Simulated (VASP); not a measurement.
Here is a VASP 6.6.1 calculation.

The input POSCAR:

```
KTaO3
1.0
    3.9883000000      0.0000000000      0.0000000000
    0.0000000000      3.9883000000      0.0000000000
    0.0000000000      0.0000000000      3.9883000000
Ta K O
1 1 3
Direct
    0.0000000000      0.0000000000      0.0000000000
    0.5000000000      0.5000000000      0.5000000000
    0.0000000000      0.0000000000      0.5000000000
    0.0000000000      0.5000000000      0.0000000000
    0.5000000000      0.0000000000      0.0000000000
```

File INCAR.step1:

```
ALGO     = Normal         # electronic algorithm
EDIFF    = 1E-8           # SCF threshold, eV
ENCUT    = 520            # plane-wave cutoff, eV
GGA      = PE             # functional
ISIF     = 2              # what is computed and relaxed
ISMEAR   = 0              # smearing method
KPAR     = 4            
LASPH    = True           # aspherical terms in the spheres
LCHARG   = False          # write CHGCAR
LEPSILON = True           # dielectric tensor by DFPT
LMAXMIX  = 4              # l up to which the mixer works
LREAL    = False          # projectors in reciprocal space
LWAVE    = False          # write WAVECAR
NELM     = 80             # most SCF steps
PREC     = Accurate       # precision mode
SIGMA    = 0.02           # smearing width, eV
```

The input KPOINTS.step1:

```
Automatic mesh
0
G
  8 8 8
  0 0 0
```

INCAR.step2

```
ALGO     = Normal         # electronic algorithm
EDIFF    = 1E-5           # SCF threshold, eV
ENCUT    = 520            # plane-wave cutoff, eV
GGA      = PE             # functional
ISIF     = 2              # what is computed and relaxed
ISMEAR   = 0              # smearing method
KPAR     = 4            
LASPH    = True           # aspherical terms in the spheres
LCHARG   = False          # write CHGCAR
LMAXMIX  = 4              # l up to which the mixer works
LREAL    = False          # projectors in reciprocal space
LWAVE    = True           # write WAVECAR
NELM     = 80             # most SCF steps
PREC     = Accurate       # precision mode
SIGMA    = 0.02           # smearing width, eV
```

KPOINTS.step2

```
k-points
0
Gamma
  4 4 4
```

INCAR.step3

```
AEXX     = 0.1846         # exact-exchange fraction
ALGO     = Normal         # electronic algorithm
EDIFF    = 1E-6           # SCF threshold, eV
ENCUT    = 520            # plane-wave cutoff, eV
HFRCUT   = -1           
ISIF     = 2              # what is computed and relaxed
ISMEAR   = 0              # smearing method
ISTART   = 1            
KPAR     = 4            
LASPH    = True           # aspherical terms in the spheres
LCHARG   = False          # write CHGCAR
LHFCALC  = True           # exact exchange
LMAXMIX  = 4              # l up to which the mixer works
LMIXTAU  = True         
LREAL    = False          # projectors in reciprocal space
LWAVE    = False          # write WAVECAR
METAGGA  = R2SCAN         # meta-GGA
NELM     = 80             # most SCF steps
PREC     = Accurate       # precision mode
PRECFOCK = Fast         
SIGMA    = 0.02           # smearing width, eV
```

KPOINTS.step3

```
k-points
0
Gamma
  4 4 4
```

KPOINTS_OPT

```
path GXMGRX,MR
8
line-mode
reciprocal
 0.0000000000  0.0000000000  0.0000000000  G
 0.0000000000  0.5000000000  0.0000000000  X

 0.0000000000  0.5000000000  0.0000000000  X
 0.5000000000  0.5000000000  0.0000000000  M

 0.5000000000  0.5000000000  0.0000000000  M
 0.0000000000  0.0000000000  0.0000000000  G

 0.0000000000  0.0000000000  0.0000000000  G
 0.5000000000  0.5000000000  0.5000000000  R

 0.5000000000  0.5000000000  0.5000000000  R
 0.0000000000  0.5000000000  0.0000000000  X

 0.5000000000  0.5000000000  0.0000000000  M
 0.5000000000  0.5000000000  0.5000000000  R
```

Potentials or basis: VASP PAW PBE potentials, release 64 (Ta_pv, K_sv, O).

Launch:

```console
$ cat potpaw_PBE.64/Ta_pv/POTCAR potpaw_PBE.64/K_sv/POTCAR potpaw_PBE.64/O/POTCAR > POTCAR
$ cp INCAR.step1 INCAR
$ cp KPOINTS.step1 KPOINTS
$ mpirun -np 4 vasp_std > vasp.out
$ cp INCAR.step2 INCAR
$ cp KPOINTS.step2 KPOINTS
$ mpirun -np 4 vasp_std > vasp.out
$ cp INCAR.step3 INCAR
$ cp KPOINTS.step3 KPOINTS
$ mpirun -np 4 vasp_std > vasp.out
```

Problem. Predict the pressure.

Solution. -1.8 GPa.

Problem. Estimate the band gap on the k mesh.

Solution. 4.03 eV, indirect (least direct gap 4.70 eV).

Levels at the corners of the path, in eV from the valence-band top:
| point | band 16 | band 17 | band 18 | band 19 | band 20 | band 21 | band 22 | band 23 |
| --- | --- | --- | --- | --- | --- | --- | --- | --- |
| Γ | -1.14 | -0.66 | -0.66 | -0.66 | 4.03 | 4.03 | 4.03 | 8.64 |
| X | -2.28 | -1.62 | -0.91 | -0.91 | 4.20 | 7.05 | 7.05 | 8.67 |
| X | -2.28 | -1.62 | -0.91 | -0.91 | 4.20 | 7.05 | 7.05 | 8.67 |
| M | -1.85 | -1.55 | -1.55 | -0.04 | 7.09 | 7.09 | 8.52 | 9.74 |
| M | -1.85 | -1.55 | -1.55 | -0.04 | 7.09 | 7.09 | 8.52 | 9.74 |
| Γ | -1.14 | -0.66 | -0.66 | -0.66 | 4.03 | 4.03 | 4.03 | 8.64 |
| Γ | -1.14 | -0.66 | -0.66 | -0.66 | 4.03 | 4.03 | 4.03 | 8.65 |
| R | -4.19 | 0.00 | 0.00 | 0.00 | 8.66 | 8.66 | 8.66 | 11.39 |
| R | -4.19 | 0.00 | 0.00 | 0.00 | 8.66 | 8.66 | 8.66 | 11.39 |
| X | -2.28 | -1.62 | -0.91 | -0.91 | 4.20 | 7.05 | 7.05 | 8.67 |
| M | -1.85 | -1.55 | -1.55 | -0.04 | 7.09 | 7.09 | 8.52 | 9.74 |
| R | -4.19 | 0.00 | 0.00 | 0.00 | 8.66 | 8.66 | 8.66 | 11.39 |

Caveat: the PAW data sets were made with another functional, which shifts forces and pressure a little; spin-orbit coupling is left out, which moves the levels of the heavy elements.
